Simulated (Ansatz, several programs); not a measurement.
LiBr (started from an entry of an open crystallographic database), relaxed with r2SCAN in Ansatz (plane waves, PAW): the symmetry is Fm-3m (No. 225, cubic); conventional cell a = 5.479 Å, 20.56 Å³ an atom. Li is surrounded by 6 Br at 2.74 Å; Br is surrounded by 6 Li at 2.74 Å. The cell was then scaled with its shape and fractional coordinates held. Calculated for a static, non-magnetic cell.

```tsv
V (Å³/atom)	E (meV/atom)
19.327	7.37
19.944	1.78
20.561	0.00
21.794	5.66
```

(1) Pass a cubic E = c₀ + c₁u + c₂u² + c₃u³, with u = V − 20.407 Å³, through these points.

(2) Where is the minimum, and what bulk modulus follows?

(3) Predict the energy and the pressure at the withheld volume, 21.177 Å³.

Answers

(1) c₀ = 0.12, c₁ = -1.441, c₂ = 4.462, c₃ = -0.3905 (meV and Å³).

(2) dE/du = 0 at u = +0.165, so V₀ = 20.57 Å³. B = V₀ d²E/dV² = 20.57 × (2c₂ + 6c₃u) = 20.57 × 8.537 = 176 meV/Å³, and 1 meV/Å³ is 0.16022 GPa: 28 GPa. A third-order Birch-Murnaghan fit to all five points gives 20.58 Å³ and 28 GPa.

(3) With u = +0.770: E ≈ 1.48 meV and P = −dE/dV ≈ -0.76 GPa. The run gives 1.45 meV and, from its stress, -0.75 GPa.
